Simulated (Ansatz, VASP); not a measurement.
# Ge in VASP and in Ansatz

File INCAR:

```
SYSTEM = Ge
ALGO = Normal ; EDIFF = 1E-7
ENCUT = 520 ; GGA = PS
ISIF = 2 ; ISMEAR = -1
LASPH = .True. ; LCHARG = .False.
LREAL = .False. ; LWAVE = .False.
NBANDS = 21 ; NELM = 60
PREC = Accurate ; SIGMA = 0.05
```

File KPOINTS:

```
k-points
0
Gamma
  13 13 13
  0 0 0
```

Contents of POSCAR:

```
Ge
1.0
    0.0000000000      2.3251937165      2.3251937165
    2.3251937165      0.0000000000      2.3251937165
    2.3251937165      2.3251937165      0.0000000000
Ge
2
Direct
   -0.1250000000     -0.1250000000     -0.1250000000
    0.1250000000      0.1250000000      0.1250000000
```

Input for Ansatz:

```yaml
crystal:
  lattice:
    - [0.0, 2.3251937165, 2.3251937165]
    - [2.3251937165, 0.0, 2.3251937165]
    - [2.3251937165, 2.3251937165, 0.0]
  atoms:
    - { symbol: Ge, position: [-0.125, -0.125, -0.125] }
    - { symbol: Ge, position: [0.125, 0.125, 0.125] }
kpoints:
  mp_grid: { grid: [13, 13, 13] }
scf:
  occupations: { method: fermi_dirac, width: 0.05 }
hamiltonian:
  xc: pbesol
  pseudopotentials: { kind: all_electron, lapw: { basis_error: 0.001 } }
output:
  forces: true
  stress: true
  eigenvalues: true
  populations: true
```

Change from the starting cell: volume scaled by 0.55, LAPW.

Alike in both runs: task single point; functional PBEsol; k mesh 13 × 13 × 13; occupations fermi-dirac, width 0.05 eV; no spin polarisation.

|  | VASP | Ansatz |
| --- | --- | --- |
| version | VASP 6.6.1 | Ansatz 0.2.0 |
| potentials or method | VASP PAW PBE potentials, release 64 (Ge_d) | all-electron LAPW, scalar-relativistic |
| plane-wave cutoff (eV) | 520 | see its input |

```tsv
	VASP	Ansatz	Ansatz less VASP
pressure (GPa)	157.1	154.5	-2.58
```

Ansatz ran all-electron here, so the differences hold the error of VASP's frozen core and of both bases.

Caveats: the cell as given lies far from equilibrium; so large a pressure means that the cell lies far from this level's equilibrium, or that cutoff or potentials fall short (VASP); the potentials were made for another functional, which shifts forces and pressure (VASP).
